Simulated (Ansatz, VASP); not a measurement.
Be in VASP and in Ansatz

```
Be
1.0
     2.49670    0.00000    0.00000
     0.00000    3.53855    0.00000
     0.00000    0.00000    3.53869
Be
4
Direct
  0.75000 0.75000 0.74999
  0.25000 0.25000 0.74999
  0.25000 0.75000 0.25001
  0.75000 0.25000 0.25001
```

Alike in both runs: functional PBE; k mesh 14 × 10 × 10; occupations gaussian, width 0.1 eV; no spin polarisation.

Ansatz relaxed the structure, and its values are those at the end. VASP's run is a single point on that final structure, the one shown.

|  | VASP | Ansatz |
| --- | --- | --- |
| version | VASP 6.6.1 | Ansatz 0.2.0 |
| potentials or method | VASP PAW PBE potentials, release 64 (Be) | scalar-relativistic, plane waves, PAW |
| plane-wave cutoff (eV) | 520 | 420 |
| valence electrons in the cell | 8 | 8 |

Ansatz gave:

```
gap on the k mesh at the Fermi level (eV) : none
pressure (GPa)                            : 0.0
```

What did VASP give for the same quantities?

gap on the k mesh at the Fermi level (eV): none; pressure (GPa): 0.2.

A gap of «none» marks a metal or a gap that the smearing closes. The functional is the same, so the differences come from potentials, cutoffs and numerics.
